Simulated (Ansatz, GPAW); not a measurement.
Given: the input of a run of Ansatz 0.2.0 on Bi (Bismuth). Atoms were shifted at random by some hundredths of an Å from the given cell, which wasn't relaxed again for these runs. 

Contents of input.yaml:

```yaml
crystal:
  lattice:
    - [2.2675, 1.3091417354, 3.938]
    - [-2.2675, 1.3091417354, 3.938]
    - [0.0, -2.6182834708, 3.938]
  atoms:
    - { symbol: Bi, position: [0.772434, 0.786245, 0.754061] }
    - { symbol: Bi, position: [0.23222, 0.238582, 0.232252] }
hamiltonian:
  xc: pbesol
  pseudopotentials: { kind: paw }
kpoints:
  mp_grid: { grid: [7, 7, 7] }
scf:
  occupations: { method: fermi_dirac, width: 0.05 }
output:
  forces: true
  stress: true
  eigenvalues: true
```

Potentials or basis: Ansatz PAW.

Command:

```bash
$ ansatz run input.yaml --threads 1 --pin off --max-ram 3584MiB --backend cpu --events-out ev --progress --plain --runs-dir out
```

Q: What does the same run look like in GPAW 26.7.0 (ASE script)? Potentials or basis there: PAW data sets generated for this functional, cutoff 600 eV.

A: As run (cutoffs and basis follow the program's own potentials, and thresholds, step limits or extra output files can differ):

run.py

```python
from ase import Atoms
from ase.dft.bandgap import bandgap
from ase.io import write
from ase.units import GPa
from gpaw import GPAW, PW, setup_paths

setup_paths.insert(0, '.')

atoms = Atoms(['Bi', 'Bi'],
              cell=[[2.2675, 1.3091417354, 3.938],
                    [-2.2675, 1.3091417354, 3.938],
                    [0.0, -2.6182834708, 3.938]],
              scaled_positions=[[0.772434, 0.786245, 0.754061],
                                [0.23222, 0.238582, 0.232252]],
              pbc=True)

calc = GPAW(mode=PW(600),
            xc='PBEsol',
            kpts={'size': (7, 7, 7), 'gamma': True},
            occupations={'name': 'fermi-dirac', 'width': 0.05},
            nbands=25,
            convergence={'density': 1e-05, 'energy': 1e-05},
            maxiter=150,
            txt='gpaw.txt')
atoms.calc = calc
energy = atoms.get_potential_energy()
forces = atoms.get_forces()
stress = atoms.get_stress()
calc.write('gs.gpw')
write('result.traj', atoms)
print(f'Energy: {energy:.6f} eV')
print('Forces (eV/A):')
print(forces.round(4))
print('Stress (GPa):', (stress / GPa).round(3))
print('Fermi level:', round(calc.get_fermi_level(), 4), 'eV')
print(f'Gap: {bandgap(calc)[0]:.4f} eV, direct: {bandgap(calc, direct=True)[0]:.4f} eV')
```

Potentials or basis: PAW data sets generated in the run's folder for this functional, pw.

Command:

```console
$ gpaw-setup -f PBEsol Bi
$ OMP_NUM_THREADS=1 python run.py
```

Both were run:

|  | Ansatz | GPAW |
| --- | --- | --- |
| Pressure | 0.3 GPa | 0.2 GPa |
| Largest force | 0.436 eV/Å | 0.432 eV/Å |
| Energy over the undisturbed cell | 9.4 meV/atom | 9.3 meV/atom |

Ansatz's pressure holds a Pulay term of +0.03 GPa for its cutoff of 420 eV, which the other run lacks.

Ansatz's potentials were made for PBE.

Where Ansatz's input types no cutoff or centring, it takes its own default and a Γ-centred mesh.

Pressure is positive in compression.
